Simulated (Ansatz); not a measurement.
**GaP4 and its competing phases**

Theory: DFT PBE, scalar-relativistic, plane waves, PAW in Ansatz 0.2.0. All cells share a 420 eV cutoff and Γ-centred k meshes spaced at most about 0.3 Å⁻¹ (about 0.25 or finer for metals, 2π included). No spin polarisation.

Formation energies are uncorrected and refer to the elements' standard structures at the same level. The references include black phosphorus.

Temperature and zero-point effects are left out. In GaP4 P-43m an odd number of electrons in the primitive cell allows no gap without spin; a larger cell or a magnetic state could open one. The reference form of P is held partly by dispersion forces, which this level lacks.

The competitors are the elements and 1 reference phase of this chemical system (from databases or known types: GaP), relaxed at the same level; other known phases may be missing.

The candidate was reached from: SnI4 type (P-43m).

```cif
data_structure
_symmetry_space_group_name_H-M 'P-43m'
_symmetry_Int_Tables_number 215
_cell_length_a 5.1031
_cell_length_b 5.1031
_cell_length_c 5.1031
_cell_angle_alpha 90.000
_cell_angle_beta 90.000
_cell_angle_gamma 90.000
_cell_volume 132.89
loop_
_atom_site_label
_atom_site_type_symbol
_atom_site_symmetry_multiplicity
_atom_site_Wyckoff_symbol
_atom_site_fract_x
_atom_site_fract_y
_atom_site_fract_z
_atom_site_occupancy
Ga1 Ga 1 a 0.00000 0.00000 0.00000 1
P1 P 4 e 0.34513 0.65487 0.65487 1
```

Task: Into what would it decompose?

Result: Its formation energy is 0.395 eV/atom. The lowest competing mixture at this composition is this:

| phase | space group | source | share of atoms | ΔE_f (eV/atom) |
| --- | --- | --- | --- | --- |
| P | - | element | 0.6000 | -0.0005 |
| GaP | F-43m (No. 216) | Materials Project | 0.4000 | -0.432 |

The lowest database cell of P (-0.0005) lies slightly below the reference, hence the non-zero entry.

The mixture lies at -0.173 eV/atom, and the candidate lies 0.57 eV/atom above it. The candidate matches no cell in the subsets of the Crystallography Open Database and the Materials Project at hand. The margin is far too high for a likely synthesis. It holds P–P units of three or more atoms (shortest 2.24 Å).
